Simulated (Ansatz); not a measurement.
# S (hcp type): the cost of one run

Program: Ansatz 0.2.0. Level of theory: DFT PBE, with the methods named in each step. These are calculated values, not measurements.

1 further run of the same task is left out (it didn't finish).

### Step 1. The starting structure

Symmetry: P6_3/mmc, No. 194, hexagonal system. Conventional cell: a = 3.347 Å, b = 3.347 Å, c = 3.514 Å, α = 90.00°, β = 90.00°, γ = 120.00°. S (site symmetry -6m2) has 6 S at 2.61 Å as nearest neighbours.

Structure file:

```xyz
2
Lattice="3.3473 0.0000 0.0000 -1.6737 2.8989 0.0000 0.0000 0.0000 3.5138" Properties=species:S:1:pos:R:3 pbc="T T T"
S     0.0000    1.9326    0.8784
S     1.6737    0.9663    2.6353
```

Whether this phase is the stable one at these pressures isn't tested.

Atoms are numbered in the order of the input: S1, S2.

### Step 2. The reference volume, LAPW

Contents of input.yaml:

```yaml
crystal:
  lattice:
    - [3.347324442, 0.0, 0.0]
    - [-1.673662221, 2.8988680015, 0.0]
    - [0.0, 0.0, 3.5137652753]
  atoms:
    - { symbol: S, position: [0.3333333333, 0.6666666667, 0.25] }
    - { symbol: S, position: [0.6666666667, 0.3333333333, 0.75] }
kpoints:
  mp_grid: { grid: [15, 15, 8] }
  band_path:
    path:
      - [0.0, 0.0, 0.0]
      - [0.5, 0.0, 0.0]
      - [0.3333333333, 0.3333333333, 0.0]
      - [0.0, 0.0, 0.0]
      - [0.0, 0.0, 0.5]
      - [0.5, 0.0, 0.5]
      - [0.3333333333, 0.3333333333, 0.5]
      - [0.0, 0.0, 0.5]
      - [0.5, 0.0, 0.5]
    npoints: 14
scf:
  occupations: { method: fermi_dirac, width: 0.1 }
hamiltonian:
  xc: pbe
  pseudopotentials: { kind: all_electron, lapw: { basis_error: 0.001 } }
output:
  forces: true
  stress: true
  eigenvalues: true
  populations: true
  dos: { projected: true, de: 0.2, e_range: [-14, 8] }
```

Run with:

```
> ansatz run input.yaml --threads 1 --pin off --max-ram 2048MiB --backend cpu --events-out ev --progress --plain --runs-dir out
```

Q: Estimate wall time and peak memory on 1 thread of Intel Xeon 6975P-C (Granite Rapids), shared host.

About 7.2 s, with a peak of 0.35 GiB.
